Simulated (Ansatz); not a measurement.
# SiMo12: the cost of one run

Method: DFT PBE, scalar-relativistic, plane waves, PAW, in Ansatz 0.2.0.

The COD entry's cell or inner coordinates are ideal or old and differ from later refinements, so a difference from it is no clean test against experiment.

5 further runs of the same task are left out: 5 set aside as unsound or not needed.

## 1. The system as given

The structure is cubic, space group Im-3m (No. 229). The conventional cell has a = 3.160 Å, b = 3.160 Å, c = 3.160 Å, α = 90.00°, β = 90.00°, γ = 90.00°. Around Mo (site symmetry m-3m) lie 8 Mo at 2.74 Å.

Structure file:

```xyz
1
Lattice="-1.5802 1.5802 1.5802 1.5802 -1.5802 1.5802 1.5802 1.5802 -1.5802" Properties=species:S:1:pos:R:3 pbc="T T T"
Mo    0.0000    0.0000    0.0000
```

It is the result of an earlier relaxation at this level (volume 15.78 Å³/atom; gap on the mesh: none (metal)).

## 2. The grid

Atoms count from 1 in the order of the input.

Si is moved over the surface cell; relaxed at each place: the height of the adsorbate's atoms; substrate rigid; the origin of the map has the adsorbate above Mo9.

First coordinate, position of Si13 along the first surface vector, from above Mo9: 6 values from 0.000 to 0.833, periodic. Second coordinate, position of Si13 along the second surface vector, from above Mo9: 6 values from 0.000 to 0.833, periodic.

Relaxed at each point: the height of the adsorbate's atoms; substrate rigid. Points are written as (first, second).

The two vectors of the plane (Å): (2.737, 0.000, 0.000); (-0.912, 2.580, 0.000).

## 3. Point (0/6, 0/6) of the map's two axes

input.yaml reads:

```yaml
crystal:
  lattice:
    - [5.4740406976, 0.0, 0.0]
    - [-1.8246802325, 5.1609750637, 0.0]
    - [0.0, 0.0, 19.808214428]
  atoms:
    - { symbol: Mo, position: [0.25, 0.25, 0.2019364246] }
    - { symbol: Mo, position: [0.25, 0.75, 0.2019364246] }
    - { symbol: Mo, position: [0.75, 0.25, 0.2019364246] }
    - { symbol: Mo, position: [0.75, 0.75, 0.2019364246] }
    - { symbol: Mo, position: [0.0, 0.0, 0.310687262] }
    - { symbol: Mo, position: [0.0, 0.5, 0.310687262] }
    - { symbol: Mo, position: [0.5, 0.0, 0.310687262] }
    - { symbol: Mo, position: [0.5, 0.5, 0.310687262] }
    - { symbol: Mo, position: [0.25, 0.25, 0.4194327792] }
    - { symbol: Mo, position: [0.25, 0.75, 0.4194327792] }
    - { symbol: Mo, position: [0.75, 0.25, 0.4194327792] }
    - { symbol: Mo, position: [0.75, 0.75, 0.4194327792] }
    - { symbol: Si, position: [0.25, 0.25, 0.5537205016] }
basis:
  ecutwfc: 420
kpoints:
  mp_grid: { grid: [5, 5, 1] }
hamiltonian:
  xc: pbe
scf:
  occupations: { method: gaussian, width: 0.1 }
output:
  forces: true
  eigenvalues: true
relax:
  adjacent_minimum: "off"
  f_tol: 0.025
  max_steps: 16
  constraints:
    - { sites: [0, 1, 2, 3, 4, 5, 6, 7, 8, 9, 10, 11] }
    - { sites: [12], fix: xy }
efield:
  axis: 3
  dipole_correction: true
  ramp_width: 0.04
```

The run is started by

```bash
$ ansatz run input.yaml --threads 4 --pin off --max-ram 12288MiB --backend cpu --events-out ev --progress --plain --runs-dir out
```

What time and memory should one allow on 4 threads of Arm Neoverse N1, shared host?

About 2.1 min, with a peak of 1.5 GiB.
